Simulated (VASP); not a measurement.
Here is a VASP 6.6.1 calculation.

The input INCAR:

```
PREC = Accurate
ENCUT = 520
EDIFF = 1E-6
ISMEAR = 1
SIGMA = 0.0164
LREAL = F
LASPH = T
NELM = 60
ALGO = Fast
ISIF = 2
LWAVE = F
LCHARG = F
GGA = PE
NBANDS = 17
```

KPOINTS

```
Automatic mesh
0
Gamma
  5 5 5
```

The input POSCAR:

```
TlCl
1.0
    3.8947420000      0.0000000000      0.0000000000
    0.0000000000      3.8947420000      0.0000000000
    0.0000000000      0.0000000000      3.8947420000
Tl Cl
1 1
Direct
    0.0000000000      0.0000000000      0.0000000000
    0.5000000000      0.5000000000      0.5000000000
```

Potentials or basis: VASP PAW PBE potentials, release 64 (Tl_d, Cl).

The run is started by

```sh
$ cat potpaw_PBE.64/Tl_d/POTCAR potpaw_PBE.64/Cl/POTCAR > POTCAR
$ mpirun -np 1 vasp_std > vasp.out
```

(1) Predict the band gap on the k mesh.

(2) Predict the pressure.

Results:

(1) 2.94 eV, direct.

(2) 0.0 GPa.

Caveat: spin-orbit coupling is left out, which as a rule narrows the gap of such compounds by several tenths of an eV; an odd mesh through Γ misses points on the zone boundary, where band edges often lie.
